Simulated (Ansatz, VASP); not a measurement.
# Cross-check of AlGaAs2 between VASP and Ansatz

Aim: how closely do two programs agree when they are given the same cell, functional and k mesh? The cell is taken from a series of runs on this material, whose earlier steps may have relaxed, scaled, displaced or heated it; both programs get it as it stands.

Method: plane waves, with VASP 6.6.1 beside it; PBEsol, spin-orbit coupling, in Ansatz 0.2.0.

## Step 1: Starting point

The cell holds 12 atoms: 3 Ga, 6 As and 3 Al. Cell: a = 4.012 Å, b = 4.012 Å, c = 16.964 Å, α = 90.0°, β = 90.0°, γ = 90.0°. It derives from GaAs. The structure's axis is c.

Structure file:

```cif
data_structure
_symmetry_space_group_name_H-M 'P 1'
_symmetry_Int_Tables_number 1
_cell_length_a 4.0119
_cell_length_b 4.0120
_cell_length_c 16.9640
_cell_angle_alpha 90.000
_cell_angle_beta 90.000
_cell_angle_gamma 90.000
_cell_volume 273.05
loop_
_atom_site_label
_atom_site_type_symbol
_atom_site_fract_x
_atom_site_fract_y
_atom_site_fract_z
_atom_site_occupancy
Ga1 Ga 0.00000 0.00000 0.04188 1
Ga2 Ga 0.50000 0.50000 0.20807 1
Ga3 Ga 0.00000 0.00000 0.37426 1
As4 As 0.50000 0.00000 0.12500 1
As5 As 0.00000 0.50000 0.29114 1
As6 As 0.50000 0.00000 0.45766 1
As7 As 0.00000 0.50000 0.62449 1
As8 As 0.50000 0.00000 0.79165 1
As9 As 0.00000 0.50000 0.95849 1
Al10 Al 0.50000 0.50000 0.54096 1
Al11 Al 0.00000 0.00000 0.70807 1
Al12 Al 0.50000 0.50000 0.87519 1
```

## Step 2: VASP: single point, PBEsol, spin-orbit coupling

With cell and atoms fixed, the geometry can't cause a difference; cores, projectors, grids and the points listed under the comparison can.

Lines of VASP's logs that name or quote its potential files are left out, and so is its time.

INCAR

```
SYSTEM = AlGaAs2
PREC = Accurate
ENCUT = 500
EDIFF = 1E-06
NELM = 200
ISMEAR = -1
SIGMA = 0.02
LREAL = .FALSE.
ALGO = Normal
GGA = PS
LNONCOLLINEAR = .TRUE.
MAGMOM = 0 0 0 0 0 0 0 0 0 0 0 0 0 0 0 0 0 0 0 0 0 0 0 0 0 0 0 0 0 0 0 0 0 0 0 0
NBANDS = 102
GGA_COMPAT = .FALSE.
LASPH = .TRUE.
LSORBIT = .TRUE.
LORBIT = 11
LWAVE = .FALSE.
LCHARG = .FALSE.
ISIF = 2
EFERMI = MIDGAP
KPAR = 2
SYMPREC = 1E-04
```

POSCAR

```
AlGaAs2
1.0
    4.0119392945      0.0000000000      0.0000000000
    0.0000000000      4.0119825567      0.0000000000
    0.0000000000      0.0000000000     16.9639990008
Ga As Al
3 6 3
Direct
    0.0000000000      0.0000000000      0.0418831310
    0.5000000000      0.5000000000      0.2080723568
    0.0000000000      0.0000000000      0.3742615825
    0.5000000000      0.0000000000      0.1250007576
    0.0000000000      0.5000000000      0.2911439560
    0.5000000000      0.0000000000      0.4576591976
    0.0000000000      0.5000000000      0.6244939558
    0.5000000000      0.0000000000      0.7916507578
    0.0000000000      0.5000000000      0.9584855159
    0.5000000000      0.5000000000      0.5409558543
    0.0000000000      0.0000000000      0.7080723568
    0.5000000000      0.5000000000      0.8751888592
```

KPOINTS

```
Automatic mesh
0
Gamma
6 6 2
0 0 0
```

Potentials, in the order of the species: Ga_d, As and Al (PBE family, release 64).

The run is started by

```console
$ mpirun -np 2 vasp_ncl
```

Numbers of over 12 decimals in the logs are rounded to 6 here.

Log:

```text
[banner, memory and clock lines left out]
running    2 mpi-ranks, on    1 nodes
 distrk:  each k-point on    1 cores,    2 groups
 distr:  one band on    1 cores,    1 groups

 POSCAR found type information on POSCAR GaAsAl
 POSCAR found :  3 types and      12 ions
|                                                                             |
|               ----> ADVICE to this user running VASP <----                  |
|                                                                             |
|     You enforced a specific xc type in the INCAR file but a different       |
|     [... a line on the potential file left out ...]
|     I HOPE YOU KNOW WHAT YOU ARE DOING!                                     |
|                                                                             |

 LDA part: xc-table for (Slater+PW92), standard interpolation
 POSCAR, INCAR and KPOINTS ok, starting setup
 FFT: planning ... GRIDC
 FFT: planning ... GRID_SOFT
 FFT: planning ... GRID
 WAVECAR not read
 WARNING: random wavefunctions but no delay for mixing, default for NELMDL
 entering main loop
       N       E                     dE             d eps       ncg     rms          rms(c)
DAV:   1     0.695050900373E+03    0.69505E+03   -0.29239E+04  4166   0.171E+03
DAV:   2     0.808068369029E+02   -0.61424E+03   -0.58342E+03  4536   0.470E+02
DAV:   3    -0.466862084728E+02   -0.12749E+03   -0.11902E+03  4968   0.166E+02
DAV:   4    -0.583690452063E+02   -0.11683E+02   -0.11507E+02  5160   0.488E+01
DAV:   5    -0.588990196548E+02   -0.52997E+00   -0.52747E+00  5712   0.111E+01    0.778E+00
DAV:   6    -0.577341586700E+02    0.11649E+01   -0.17418E+00  5892   0.120E+01    0.428E+00
DAV:   7    -0.575133918237E+02    0.22077E+00   -0.13163E+00  4888   0.426E+00    0.121E+00
DAV:   8    -0.575037315652E+02    0.96603E-02   -0.16952E-01  5164   0.420E+00    0.344E-01
DAV:   9    -0.575045102936E+02   -0.77873E-03   -0.21611E-02  5302   0.183E+00    0.144E-01
DAV:  10    -0.575049518732E+02   -0.44158E-03   -0.43867E-03  5604   0.587E-01    0.720E-02
DAV:  11    -0.575051333675E+02   -0.18149E-03   -0.88035E-04  5302   0.200E-01    0.356E-02
DAV:  12    -0.575052237331E+02   -0.90366E-04   -0.11560E-04  5738   0.144E-01    0.144E-02
DAV:  13    -0.575052306688E+02   -0.69357E-05   -0.43354E-05  5732   0.463E-02    0.604E-03
DAV:  14    -0.575052318080E+02   -0.11392E-05   -0.11123E-05  4552   0.519E-02    0.278E-03
DAV:  15    -0.575052320287E+02   -0.22069E-06   -0.12222E-06  3390   0.157E-02
   1 F= -.57505232E+02 E0= -.57505232E+02  d E =-.941623E-12  mag=    -0.0000     0.0000     0.0000
```

OUTCAR, selected parts (step 2):

```text
ion  position               nearest neighbor table
   1  0.000  0.000  0.042-   4 2.45   4 2.45   9 2.45   9 2.45
   2  0.500  0.500  0.208-   5 2.45   5 2.45   4 2.45   4 2.45
   3  0.000  0.000  0.374-   5 2.45   5 2.45   6 2.45   6 2.45
   4  0.500  0.000  0.125-   2 2.45   2 2.45   1 2.45   1 2.45
   5  0.000  0.500  0.291-   2 2.45   2 2.45   3 2.45   3 2.45
   6  0.500  0.000  0.458-  10 2.45  10 2.45   3 2.45   3 2.45
   7  0.000  0.500  0.624-  10 2.46  10 2.46  11 2.46  11 2.46
   8  0.500  0.000  0.792-  12 2.46  12 2.46  11 2.46  11 2.46
   9  0.000  0.500  0.958-  12 2.45  12 2.45   1 2.45   1 2.45
  10  0.500  0.500  0.541-   6 2.45   6 2.45   7 2.46   7 2.46
  11  0.000  0.000  0.708-   8 2.46   8 2.46   7 2.46   7 2.46
  12  0.500  0.500  0.875-   9 2.45   9 2.45   8 2.46   8 2.46

  LATTYP: Found a simple tetragonal cell.
 ALAT       =     4.0119392945
 C/A-ratio  =     4.2283787853

 Subroutine GETGRP returns: Found  8 space group operations
 (whereof  4 operations were pure point group operations)

The static configuration has the point symmetry C_2v.
 The point group associated with its full space group is D_2d.

 Found     20 irreducible k-points:

   k-points           NKPTS =     20   k-points in BZ     NKDIM =     20   number of bands    NBANDS=    102

   dimension x,y,z NGX =    30 NGY =   30 NGZ =  126
   dimension x,y,z NGXF=    60 NGYF=   60 NGZF=  252

   ENCUT  =  500.0 eV  36.75 Ry    6.06 a.u.   7.31  7.31 30.93*2*pi/ulx,y,z

   NELECT =      78.0000    total number of electrons

 k-points in reciprocal lattice and weights: Automatic mesh
   0.00000000  0.00000000  0.00000000       0.014
   0.16666667  0.00000000  0.00000000       0.056
   0.33333333  0.00000000  0.00000000       0.056
   0.50000000  0.00000000  0.00000000       0.028
   0.16666667  0.16666667  0.00000000       0.056
   0.33333333  0.16666667  0.00000000       0.111
   0.50000000  0.16666667  0.00000000       0.056
   0.33333333  0.33333333  0.00000000       0.056
   0.50000000  0.33333333  0.00000000       0.056
[...]
0.50000000  0.33333333  0.50000000       0.056
   0.50000000  0.50000000  0.50000000       0.014

 average (electrostatic) potential at core
       1 -66.0568       2 -66.0356       3 -66.0568       4 -50.0133       5 -50.0133
       6 -49.8427       7 -49.6999       8 -49.6999       9 -49.8427      10 -76.1958
      11 -76.2406      12 -76.1957

 E-fermi :   4.3694

 k-point     1 :       0.0000    0.0000    0.0000
  band No.  band energies     occupation
    ...
     74       3.5667      1.00000
     75       3.8730      1.00000
     76       3.8730      1.00000
     77       3.8810      1.00000
     78       3.8810      1.00000
     79       4.8577      0.00000
     80       4.8577      0.00000
     81       5.0274      0.00000
     82       5.0274      0.00000
     83       5.4011      0.00000
    ...

 k-point     2 :       0.1667    0.0000    0.0000
  band No.  band energies     occupation
    ...
     74       3.0669      1.00000
     75       3.2090      1.00000
     76       3.2285      1.00000
     77       3.7039      1.00000
     78       3.7078      1.00000
     79       5.4513      0.00000
     80       5.4591      0.00000
     81       5.8625      0.00000
     82       5.8729      0.00000
     83       5.9578      0.00000
    ...

 k-point     3 :       0.3333    0.0000    0.0000
  band No.  band energies     occupation
    ...
     74       3.0420      1.00000
     75       3.0597      1.00000
     76       3.0657      1.00000
     77       3.3447      1.00000
     78       3.3464      1.00000
     79       5.3715      0.00000
     80       5.3716      0.00000
     81       5.4038      0.00000
     82       5.4067      0.00000
     83       6.0408      0.00000
    ...

  Total        0.3717337      0.3717417      0.3621127      0.0000000      0.0000000      0.0000000
  in kB        2.1812272      2.1812743      2.1247741      0.0000000      0.0000000      0.0000000
  external PRESSURE =       2.1624252 kB  Pullay stress =       0.0000000 kB

  energy-cutoff  :      500.00
  volume of cell :      273.05
      direct lattice vectors                 reciprocal lattice vectors
     4.011939295  0.000000000  0.000000000     0.249256015  0.000000000  0.000000000
     0.000000000  4.011982557  0.000000000     0.000000000  0.249253327  0.000000000
     0.000000000  0.000000000 16.963999001     0.000000000  0.000000000  0.058948365

 POSITION                                       TOTAL-FORCE (eV/Angst)
 -----------------------------------------------------------------------------------
      0.00000      0.00000      0.71051         0.000000      0.000000      0.002126
      2.00597      2.00599      3.52974         0.000000      0.000000      0.000000
      0.00000      0.00000      6.34897         0.000000      0.000000     -0.002126
      2.00597      0.00000      2.12051         0.000000      0.000000     -0.000072
      0.00000      2.00599      4.93897         0.000000      0.000000      0.000072
      2.00597      0.00000      7.76373         0.000000      0.000000     -0.012169
      0.00000      2.00599     10.59391         0.000000      0.000000     -0.000028
      2.00597      0.00000     13.42956         0.000000      0.000000      0.000028
      0.00000      2.00599     16.25975         0.000000      0.000000      0.012169
      2.00597      2.00599      9.17677         0.000000      0.000000     -0.002138
      0.00000      0.00000     12.01174         0.000000      0.000000      0.000000
      2.00597      2.00599     14.84670         0.000000      0.000000      0.002138
 -----------------------------------------------------------------------------------
    total drift:                                0.000000      0.000000     -0.002253

  FREE ENERGIE OF THE ION-ELECTRON SYSTEM (eV)
  ---------------------------------------------------
  free  energy   TOTEN  =       -57.5052320287 eV

  energy  without entropy=      -57.5052320287  energy(sigma->0) =      -57.50523203

 Spin-Orbit-Coupling matrix elements
 Ion:    1  E_soc:     -0.0119489
 Ion:    2  E_soc:     -0.0119905
 Ion:    3  E_soc:     -0.0119489
 Ion:    4  E_soc:     -0.0239432
 Ion:    5  E_soc:     -0.0239432
 Ion:    6  E_soc:     -0.0234649
 Ion:    7  E_soc:     -0.0229421
 Ion:    8  E_soc:     -0.0229421
 Ion:    9  E_soc:     -0.0234649
 Ion:   10  E_soc:     -0.0001853
 Ion:   11  E_soc:     -0.0001860
 Ion:   12  E_soc:     -0.0001853

 total charge
# of ion       s       p       d       tot
------------------------------------------
    1        0.880   0.794   9.994  11.668
    2        0.882   0.800   9.994  11.675
    3        0.880   0.794   9.994  11.668
    4        1.211   1.589   0.031   2.831
    5        1.211   1.589   0.031   2.831
    6        1.204   1.634   0.028   2.866
    7        1.197   1.678   0.024   2.899
    8        1.197   1.678   0.024   2.899
    9        1.204   1.634   0.028   2.866
   10        0.404   0.368   0.000   0.772
   11        0.403   0.366   0.000   0.768
   12        0.404   0.368   0.000   0.772
--------------------------------------------------
tot         11.077  13.292  30.147  54.516

 magnetization (x)
# of ion       s       p       d       tot
------------------------------------------
    1        0.000   0.000   0.000   0.000
    2        0.000   0.000   0.000   0.000
    3        0.000   0.000   0.000   0.000
    4        0.000   0.000   0.000   0.000
    5        0.000   0.000   0.000   0.000
    6        0.000   0.000   0.000   0.000
    7        0.000   0.000   0.000   0.000
    8        0.000   0.000   0.000   0.000
    9        0.000   0.000   0.000   0.000
   10        0.000   0.000   0.000   0.000
   11        0.000   0.000   0.000   0.000
   12        0.000   0.000   0.000   0.000
--------------------------------------------------
tot          0.000   0.000   0.000   0.000

 magnetization (y)
# of ion       s       p       d       tot
------------------------------------------
    1        0.000   0.000   0.000   0.000
    2        0.000   0.000   0.000   0.000
    3        0.000   0.000   0.000   0.000
    4        0.000   0.000   0.000   0.000
    5        0.000   0.000   0.000   0.000
    6        0.000   0.000   0.000   0.000
    7        0.000   0.000   0.000   0.000
    8        0.000   0.000   0.000   0.000
    9        0.000   0.000   0.000   0.000
   10        0.000   0.000   0.000   0.000
   11        0.000   0.000   0.000   0.000
   12        0.000   0.000   0.000   0.000
--------------------------------------------------
tot          0.000   0.000   0.000   0.000

 magnetization (z)
# of ion       s       p       d       tot
------------------------------------------
    1        0.000   0.000   0.000   0.000
    2        0.000   0.000   0.000   0.000
    3        0.000   0.000   0.000   0.000
    4        0.000   0.000   0.000   0.000
    5        0.000   0.000   0.000   0.000
    6        0.000   0.000   0.000   0.000
    7        0.000   0.000   0.000   0.000
    8        0.000   0.000   0.000   0.000
    9        0.000   0.000   0.000   0.000
   10        0.000   0.000   0.000   0.000
   11        0.000   0.000   0.000   0.000
   12        0.000   0.000   0.000   0.000
--------------------------------------------------
tot          0.000   0.000   0.000   0.000

[... 3 further parts left out ...]
```

The run ends at a pressure of 0.22 GPa, with forces up to 0.012 eV/Å.

(Part 1 of 2 ends here.)

[Lines on the potential files, build, host, timing and source positions are cut from VASP's logs without a mark.]

[Logs are printed without paths, hosts, clocks, repeated set-up lines and the standing remarks that a program may print on its own settings, such as how far it seeks lower states.]

[Hosts, paths, dates, database ids (printed as entryN), source tags and the programs' standing remarks are cut or masked in the printed files.]
